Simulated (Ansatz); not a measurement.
# Ge: equation of state with r2SCAN

The system is Ge.

```
Ge
1.0
     1.48805   -2.59469    0.00000
     1.48805    2.59469    0.00000
     0.00000    0.00000    4.72760
Ge
2
Direct
  0.33345 0.66655 0.25000
  0.66655 0.33345 0.75000
```

This isn't the form of Ge at room conditions, which is diamond.

| Quantity | Value |
| --- | --- |
| Program | Ansatz 0.2.0 |
| Task | equation of state |
| Functional | r2SCAN |
| Potentials or basis | Ansatz PAW |
| Cutoff | 500 eV |
| Density cutoff | 2000 eV |
| k mesh | 10 × 10 × 6 |
| Occupations | fermi-dirac, width 0.05 eV |
| Spin | no spin polarisation |

- Equilibrium volume: 18.77 Å³/atom
- Bulk modulus at fixed shape and positions: 72 GPa
- Pressure derivative of the bulk modulus: 4.1

Energy against volume, from the lowest point:
| volume (Å³/atom) | energy (meV/atom) |
| --- | --- |
| 17.158 | 35.72 |
| 17.523 | 20.52 |
| 17.888 | 9.76 |
| 18.253 | 3.05 |
| 18.618 | 0.00 |
| 18.984 | 0.26 |
| 19.349 | 3.52 |

All runs of the series together: 41 s on 2 threads of Intel(R) Xeon(R) Processor @ 2.70GHz (shared host).

Caveat: the cell was scaled at fixed shape and fractional positions, which overstates the stiffness of a crystal with free parameters, most of all of layers and chains; the PAW data sets were made with another functional, which shifts forces and pressure a little.
